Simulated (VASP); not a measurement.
Set up this calculation in VASP 6.6.1, as the native input.

| Item | Value |
| --- | --- |
| Task | relaxation of cell and atoms |
| Functional | RPBE |
| Dispersion | D4 |
| Potentials or basis | VASP PAW PBE potentials, release 64 (Si, C) |
| Cutoff | 600 eV |
| k mesh | 10 × 10 × 10 |
| Occupations | fermi-dirac, width 0.05 eV |
| Spin | no spin polarisation |
| Further INCAR settings | ALGO = Normal; EDIFF = 1e-06; IBRION = 2; EDIFFG = -0.01; NSW = 40; ISIF = 3 |

The structure of SiC (Moissanite 3C) lies in POSCAR:

```
SiC
1.0
    0.0000000000      2.1790000000      2.1790000000
    2.1790000000      0.0000000000      2.1790000000
    2.1790000000      2.1790000000      0.0000000000
Si C
1 1
Direct
    0.0000000000      0.0000000000      0.0000000000
    0.7500000000      0.7500000000      0.7500000000
```

One way to write it, as run:

INCAR

```
  PREC = Accurate
  ENCUT = 600
  EDIFF = 1E-6
  ISMEAR = -1
  SIGMA = 0.05
  LREAL = F
  LASPH = T
  NELM = 60
  ALGO = Normal
  ISIF = 3
  LWAVE = F
  LCHARG = F
  GGA = RP
  IVDW = 13
  IBRION = 2
  NSW = 40
  EDIFFG = -0.01
```

KPOINTS

```
regular mesh
0
Gamma
  10 10 10
```

Potentials or basis: VASP PAW PBE potentials, release 64 (Si, C).

Run with:

```console
$ cat potpaw_PBE.64/Si/POTCAR potpaw_PBE.64/C/POTCAR > POTCAR
$ mpirun -np 1 vasp_std > vasp.out
```

Results of the run:

```yaml
Relaxed_volume: 10.14 Å³/atom
Relaxed_cell: a = 3.061 Å, b = 3.061 Å, c = 3.061 Å, α = 60.00°, β = 60.00°, γ = 60.00°
Space_group_after_relaxing_to_0.05_Å: F-43m (No. 216)
Energy_gained_by_relaxing: 2.8 meV/atom
Ionic_steps: 3
Pressure_after_relaxing: 0.0 GPa
Band_gap_on_the_k_mesh: 1.35 eV, indirect (least direct gap 4.56 eV)
Dispersion_energy_per_atom: -0.728 eV
```

Caveat: the PAW data sets were made with another functional, which shifts forces and pressure a little.

Run time: 28 s on 1 thread of Intel(R) Xeon(R) Platinum 8259CL CPU @ 2.50GHz (Skylake/Cascade Lake), on a shared host, peak memory 0.16 GiB.
